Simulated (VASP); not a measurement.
# How uniaxial stress along [001] changes CdSe (F-43m), part 2 of 2

Strain engineering needs slopes: what does uniaxial stress along [001] do to the lattice and the band edges of CdSe?

VASP 6.6.1, plane waves and PAW; the level of theory is named at each step.

So far: Starting point; Relax the crystal, LDA; Strain across the axis, LDA; Band edges, TB-mBJ with spin-orbit coupling; Band edges, r2SCAN with spin-orbit coupling.

## 5. Band edges, r2SCAN with spin-orbit coupling (continued)

Level of this step: r2SCAN, spin-orbit coupling; plane waves and PAW (Cd, Se); cell typed or built by script (VASP).

From OUTCAR (step 5):

```text
  Total        1.1353071      1.1353071      1.1663897      0.0000000     -0.0000000      0.0000000
  in kB       33.3768125     33.3768125     34.2906098      0.0000000     -0.0000000      0.0000000
  external PRESSURE =      33.6814116 kB  Pullay stress =       0.0000000 kB

 POSITION                                       TOTAL-FORCE (eV/Angst)
 -----------------------------------------------------------------------------------
      0.00000      0.00000      0.00000         0.000000      0.000000     -0.000000
      1.50811      1.50811      1.49759        -0.000000     -0.000000      0.000000
 -----------------------------------------------------------------------------------
    total drift:                               -0.000001     -0.000001     -0.000000

  FREE ENERGIE OF THE ION-ELECTRON SYSTEM (eV)
  ---------------------------------------------------
  free  energy   TOTEN  =      -520.8797670609 eV

  energy  without entropy=     -520.8797670609  energy(sigma->0) =     -520.87976706

[... 2 parts as in an earlier step ...]

[... 1 further part left out ...]
[key lines of the parts left out:]
E-fermi :   1.3603
```

Read from the output:

| Property | Result |
| --- | --- |
| energy(sigma→0) of the program | -520.8798 eV |
| stress, compression positive | xx, yy, zz 3.34, 3.34, 3.43 GPa |

The run ends at a pressure of 3.37 GPa.

## 6. The whole series

Runs beyond LDA use the data sets made with LDA; this shifts their levels slightly, and their total energies have another zero (at TB-mBJ, which has no energy functional, they mean nothing).

The other members went through these steps as far as the tables show, with the same cutoff and, step by step, the same mesh; 43 runs are not shown, of which 3 ended short or failed. The session took 12 core hours (wall time by ranks) on a shared machine.

```csv
strain along the axis (%),strain across the axis (%),"stress along the axis, tension positive (GPa)",energy above the unstrained row (meV/atom),"gap on the mesh, LDA (eV)"
-2.000,0.843,-0.489,0.932,0.372
-1.500,0.627,-0.373,0.550,0.385
-1.000,0.412,-0.252,0.263,0.399
-0.500,0.199,-0.128,0.078,0.412
0,-0.014,0.002,0.000,0.426
0.500,-0.225,0.137,0.047,0.416
1.000,-0.436,0.276,0.203,0.406
1.500,-0.646,0.419,0.468,0.396
2.000,-0.854,0.566,0.870,0.386
```

Slopes at zero strain, from cubics through all rows: strain ratio -0.424, stress over strain 26 GPa.

Band edges at TB-mBJ with spin-orbit coupling, counted from the valence-band top at Γ, spin-orbit pairs averaged, with one row partly withheld:

```csv
strain along the axis (%),gap (eV),conduction band at Γ (eV),Δ or X valley along z (eV),Δ or X valley along x (eV),"lowest conduction level at L, [111] (eV)","lowest conduction level at L, [-111] (eV)",second valence level below the top (eV),third valence level below the top (eV)
-2.000,1.879,1.879,3.888,3.981,3.411,3.411,0.057,0.371
-1.500,1.887,1.887,3.912,3.982,3.421,3.421,0.042,0.362
-1.000,?,?,3.937,3.983,3.430,3.430,0.028,0.353
-0.500,1.900,1.900,3.961,3.985,3.438,3.438,0.014,0.344
0,1.906,1.906,3.986,3.985,3.445,3.445,0.000,0.337
2.000,1.868,1.868,4.029,3.932,3.405,3.405,0.053,0.372
```

Conduction masses, in electron masses:

```csv
strain along the axis (%),"conduction mass at Γ, along the strain axis or the normal of the plane","conduction mass at Γ, across the strain axis or in the plane"
-2.000,0.169,0.169
-1.500,0.170,0.170
-1.000,0.169,0.169
-0.500,0.169,0.169
0,0.168,0.168
2.000,0.168,0.168
```

Band edges at r2SCAN with spin-orbit coupling, counted from the valence-band top at Γ, spin-orbit pairs averaged:

```csv
strain along the axis (%),gap (eV),conduction band at Γ (eV),Δ or X valley along z (eV),Δ or X valley along x (eV),"lowest conduction level at L, [111] (eV)","lowest conduction level at L, [-111] (eV)",second valence level below the top (eV),third valence level below the top (eV)
-2.000,1.009,1.009,3.183,3.288,2.755,2.755,0.062,0.395
-1.500,1.016,1.016,3.209,3.288,2.766,2.766,0.047,0.385
-1.000,1.024,1.024,3.236,3.288,2.776,2.776,0.031,0.374
-0.500,1.030,1.030,3.263,3.288,2.784,2.784,0.015,0.365
0,1.036,1.036,3.289,3.288,2.791,2.791,0.000,0.357
0.500,1.027,1.027,3.301,3.273,2.782,2.782,0.015,0.365
1.000,1.017,1.017,3.313,3.259,2.772,2.772,0.030,0.375
1.500,1.007,1.007,3.325,3.244,2.760,2.760,0.044,0.385
2.000,0.996,0.996,3.338,3.229,2.748,2.748,0.058,0.396
```

Conduction masses, in electron masses:

```csv
strain along the axis (%),"conduction mass at Γ, along the strain axis or the normal of the plane","conduction mass at Γ, across the strain axis or in the plane"
-2.000,0.094,0.097
-1.500,0.095,0.097
-1.000,0.095,0.097
-0.500,0.095,0.096
0,0.096,0.096
0.500,0.096,0.096
1.000,0.097,0.096
1.500,0.097,0.095
2.000,0.098,0.094
```

## 7. A fit to the known rows

The quantity to fit is the conduction level at Γ above the mean of the three top valence levels at TB-mBJ with spin-orbit coupling: 2.022, 2.021, 2.020, 2.018, 2.010 eV in the rows shown.

Fitting a parabola to the 5 known rows (e: strain in %) gives E = − 5.46e-4 e² − 0.002982 e + 2.018 in eV; the residuals are 9.6e-5 eV r.m.s.

At e = -1 this predicts 2.0207 eV.

## 8. Checking the prediction

The calculation gives 2.0206 eV, so the prediction is 0.0001 eV too high.

## 9. Summary of results

```
Poisson ratio                                                                                                                     : 0.424
Young's modulus along the axis                                                                                                    : 26 GPa
gap of the unstrained cell, TB-mBJ with spin-orbit coupling                                                                       : 1.91 eV
gap of the unstrained cell, r2SCAN with spin-orbit coupling                                                                       : 1.04 eV
slope at zero strain of the conduction level at Γ above the mean of the three top valence levels, TB-mBJ with spin-orbit coupling : -3 meV per %
error of the predicted row                                                                                                        : 0.1 meV
```

In words: As a check, the curvature of the energy gives 27 GPa for the same modulus (energy per volume = E/2 × strain²), 1 % from the slope of the stress. At TB-mBJ with spin-orbit coupling the lowest conduction valley is Γ throughout, and the gap runs between 1.87 and 1.91 eV. At r2SCAN with spin-orbit coupling the lowest conduction valley is Γ throughout, and the gap runs between 1.00 and 1.04 eV. Hole masses are left out throughout, since the top bands are degenerate or cross in many series; of conduction masses, those of the Γ, L and (for Si and Ge under (001) strain) Δ valleys are kept where they change by under an eighth between rows. TB-mBJ is a potential fitted for gaps; it has no energy functional, so its total energies and forces mean nothing, and its bands tend to come out too narrow. r2SCAN opens gaps somewhat over GGA but leaves them below measured values as a rule. Δ or X levels are the lowest on their line, refined by a parabola unless they lie at X; the gap is read from all points sampled and can differ from the lowest valley by some meV, or by tens of meV where strain moves the valence top off Γ. Temperature, zero-point motion and excitons are left out.

[Lines on the potential files, build, host, timing and source positions are cut from VASP's logs without a mark.]

[Logs are printed without paths, hosts, clocks, repeated set-up lines and the standing remarks that a program may print on its own settings, such as how far it seeks lower states.]

[Hosts, paths, dates, database ids (printed as entryN), source tags and the programs' standing remarks are cut or masked in the printed files.]

[In band tables of VASP the shares of atoms and orbitals are scaled to a sum of 1 inside the atoms' spheres.]
